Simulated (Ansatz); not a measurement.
**ZnS (h-MgO type): zone-centre phonons and dielectric response**

Perturbation theory with PBEsol in Ansatz 0.2.0 on the PBEsol cell, ground state and force constants on a 6×6×4 mesh. (Calculated; spin-unpolarised; the phase may be known or hypothetical.)

The symmetry is P6_3/mmc (No. 194, hexagonal); a = 3.946 Å, c = 5.679 Å in the conventional setting, 19.15 Å³ an atom. Zn has 3 S at 2.28 Å; S has 3 Zn at 2.28 Å.

Space group P6_3/mmc (No. 194). a = 3.946 Å, b = 3.946 Å, c = 5.679 Å, α = 90.00°, β = 90.00°, γ = 120.00°
```csv
atom,site,symmetry,x,y,z
Zn,2c,-6m2,0.3333,0.6667,0.2500
S,2d,-6m2,0.6667,0.3333,0.2500
```

Optical modes without the longitudinal term (negative means imaginary):
```tsv
ω (cm⁻¹)	degeneracy	IR intensity, summed over the level ((D/Å)²/amu)
-191	1	14.35
-54	1	0.00
75	2	0.00
189	1	0.00
331	2	19.03
340	2	0.00
```

2 optical levels at Γ are imaginary (191i, 54i cm⁻¹, printed negative), so this structure is unstable at this level. The program warns that the force constants, and all that is formed from them, aren't settled on this k mesh. Of the real levels 1 is infrared active, the strongest at 331 cm⁻¹.

The electronic dielectric tensor ε∞ is 6.63 along x and y, 6.92 along z. Born charges, averaged over directions: Zn +2.27, S -2.27 e.

For comparison, on the r2SCAN cell the mean ε∞ is 5.74 with r2SCAN (ground state on 6×6×4; least gap 1.95 eV), 6.36 with PBE (ground state on 6×6×4; least gap 1.44 eV).
